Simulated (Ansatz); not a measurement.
# In3GaAs4: the cost of one run

Method: DFT PBE, scalar-relativistic, plane waves, PAW, in Ansatz 0.2.0.

## Step 1: Starting point

The structure is tetragonal, space group P-4m2 (No. 115). Conventional cell: a = 4.069 Å, b = 4.069 Å, c = 11.509 Å, α = 90.00°, β = 90.00°, γ = 90.00°. Around In (site symmetry 2mm) lie 4 As at 2.49 Å. In (site symmetry -4m2) has 4 As at 2.49 Å as nearest neighbours. Ga (site symmetry -4m2) has 4 As at 2.49 Å as nearest neighbours. Around As (site symmetry 2mm) lie 2 In at 2.49 Å and 2 Ga at 2.49 Å. As (site symmetry 2mm) is surrounded by 4 In at 2.49 Å.

Coordinates:

```xyz
8
Lattice="4.0690 0.0000 0.0000 0.0000 4.0690 0.0000 0.0000 0.0000 11.5089" Properties=species:S:1:pos:R:3 pbc="T T T"
In    2.0345    2.0345    2.8772
In    0.0000    0.0000    5.7545
In    2.0345    2.0345    8.6317
Ga    0.0000    0.0000    0.0000
As    2.0345    0.0000    1.4386
As    0.0000    2.0345    4.3159
As    2.0345    0.0000    7.1931
As    0.0000    2.0345   10.0703
```

The start is an ordering of an alloy on its end members' structure types: elements ordered on the sites of the GaAs type, Ga/In on Ga (P-4m2, No. 115).

## Step 2: Probe: one point on a coarse mesh

input.yaml reads:

```yaml
crystal:
  lattice:
    - [4.06902474, 0.0, 0.0]
    - [0.0, 4.06902474, 0.0]
    - [0.0, 0.0, 11.50893996]
  atoms:
    - { symbol: In, position: [0.5, 0.5, 0.25] }
    - { symbol: In, position: [0.0, 0.0, 0.5] }
    - { symbol: In, position: [0.5, 0.5, 0.75] }
    - { symbol: Ga, position: [0.0, 0.0, 0.0] }
    - { symbol: As, position: [0.5, 0.0, 0.125] }
    - { symbol: As, position: [0.0, 0.5, 0.375] }
    - { symbol: As, position: [0.5, 0.0, 0.625] }
    - { symbol: As, position: [0.0, 0.5, 0.875] }
basis:
  ecutwfc: 420
kpoints:
  mp_grid: { grid: [4, 4, 2] }
hamiltonian:
  xc: pbe
scf:
  occupations: { method: gaussian, width: 0.1 }
  lower_state_search: "off"
output:
  forces: true
  stress: true
  eigenvalues: true
```

The run is started by

```
ansatz run input.yaml --threads 1 --pin off --max-ram 2560MiB --backend cpu --events-out ev --progress --plain --runs-dir out
```

Q: Estimate wall time and peak memory on 1 thread of Intel Xeon Platinum 8375C at 2.90GHz (Ice Lake), shared host.

About 11 s, with a peak of 0.52 GiB.
